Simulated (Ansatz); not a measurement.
# Se: the cost of one run

Method: DFT PBE, scalar-relativistic, plane waves, PAW, in Ansatz 0.2.0.

6 further runs of the same task are left out: 6 set aside as unsound or not needed.

## (1) The starting structure

Symmetry: P6_3/mmc, No. 194, hexagonal system. The conventional cell has a = 3.752 Å, b = 3.752 Å, c = 9.634 Å, α = 90.00°, β = 90.00°, γ = 120.00°. Around Se (site symmetry 3m) lie 1 Se at 1.71 Å.

Coordinates:

```cif
data_structure
_symmetry_space_group_name_H-M 'P 1'
_symmetry_Int_Tables_number 1
_cell_length_a 3.7524
_cell_length_b 3.7524
_cell_length_c 9.6337
_cell_angle_alpha 90.000
_cell_angle_beta 90.000
_cell_angle_gamma 120.000
_cell_volume 117.47
loop_
_atom_site_label
_atom_site_type_symbol
_atom_site_fract_x
_atom_site_fract_y
_atom_site_fract_z
_atom_site_occupancy
Se1 Se 0.33333 0.66667 0.16100 1
Se2 Se 0.66667 0.33333 0.66100 1
Se3 Se 0.33333 0.66667 0.33900 1
Se4 Se 0.66667 0.33333 0.83900 1
```

This is candidate A: O type (P6_3/mmc, No. 194).

(A quick probe on a coarse mesh, which set the mesh and smearing, is not shown.)

## (3) Rough relaxation on the coarse mesh (candidate A)

input.yaml reads:

```yaml
crystal:
  lattice:
    - [3.7523922065, 0.0, 0.0]
    - [-1.8761961033, 3.2496669758, 0.0]
    - [0.0, 0.0, 9.6337302522]
  atoms:
    - { symbol: Se, position: [0.3333333333, 0.6666666667, 0.161] }
    - { symbol: Se, position: [0.6666666667, 0.3333333333, 0.661] }
    - { symbol: Se, position: [0.3333333333, 0.6666666667, 0.339] }
    - { symbol: Se, position: [0.6666666667, 0.3333333333, 0.839] }
basis:
  ecutwfc: 420
kpoints:
  mp_grid: { grid: [6, 6, 2] }
hamiltonian:
  xc: pbe
scf:
  occupations: { method: gaussian, width: 0.1 }
  lower_state_search: "off"
output:
  forces: true
  stress: true
  eigenvalues: true
relax:
  adjacent_minimum: "off"
  f_tol: 0.04
  max_steps: 70
  cell: { stress_tol: 0.4 }
```

**Question.** How long does this run take on 1 thread of an x86-64 CPU, shared host, and how much memory does it need?

About 12 s, with a peak of 0.45 GiB.
